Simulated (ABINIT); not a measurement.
## SnSe2: band structure with PW91

Crystal: SnSe2.

```xyz
3
Lattice="3.8110 0.0000 0.0000 -1.9055 3.3004 0.0000 0.0000 0.0000 6.1360" Properties=species:S:1:pos:R:3 pbc="T T T"
Sn    0.0000    0.0000    0.0000
Se    1.9055    1.1001    4.6081
Se    0.0000    2.2003    1.5279
```

```
Program                                         : ABINIT 10.8.3 (patched build)
Task                                            : band structure
Functional                                      : PW91
Potentials or basis                             : JTH PAW PBE v2.0 sp
Cutoff                                          : 408 eV
k mesh                                          : 8 × 8 × 5
Occupations                                     : fermi-dirac, width 0.05 eV
Spin                                            : no spin polarisation
Fine-grid cutoff                                : 816.342 eV
Exchange and correlation inside the PAW spheres : full angular mesh (pawxcdev 0, this build's default; the released program takes 1)
```

```
Largest force                                         : 0.838 eV/Å
Band gap on the k mesh                                : 0.75 eV, indirect (least direct gap 1.03 eV)
Valence electrons inside the program's atomic spheres : Sn 2.51; Se 3.95
```

Forces in eV/Å, atoms in the order of the input:
```
Sn   0.000  0.000  0.000
Se   0.000  0.000 -0.838
Se   0.000  0.000  0.838
```

Levels at the corners of the path, in eV from the valence-band top:
```
point  band 5  band 6  band 7  band 8  band 9  band 10  band 11  band 12
    Γ   -0.73   -0.47   -0.47   -0.04    0.99     2.93     4.60     4.60
    M   -2.95   -2.72   -1.27   -0.38    1.07     3.76     5.41     5.43
    K   -3.78   -3.41   -1.59   -1.59    1.34     6.62     6.62     7.15
    Γ   -0.73   -0.47   -0.47   -0.04    0.99     2.93     4.60     4.60
    A   -0.82   -0.82   -0.31   -0.31    2.35     2.88     4.32     4.32
    L   -2.56   -2.04   -0.92   -0.77    0.78     4.26     4.80     5.81
    H   -4.28   -3.78   -0.43   -0.43    2.46     4.70     4.70     6.18
    A   -0.82   -0.82   -0.31   -0.31    2.35     2.88     4.32     4.32
```

Run time: 55 s on 1 thread of Arm Neoverse V1, with other jobs on the host, peak memory 0.12 GiB.

Caveat: the PAW data sets were made with another functional, which shifts forces and pressure a little; spin-orbit coupling is left out, which moves the levels of the heavy elements; this set keeps more shells in the core, which shifts pressures and gaps; an odd mesh through Γ misses points on the zone boundary, where band edges often lie.
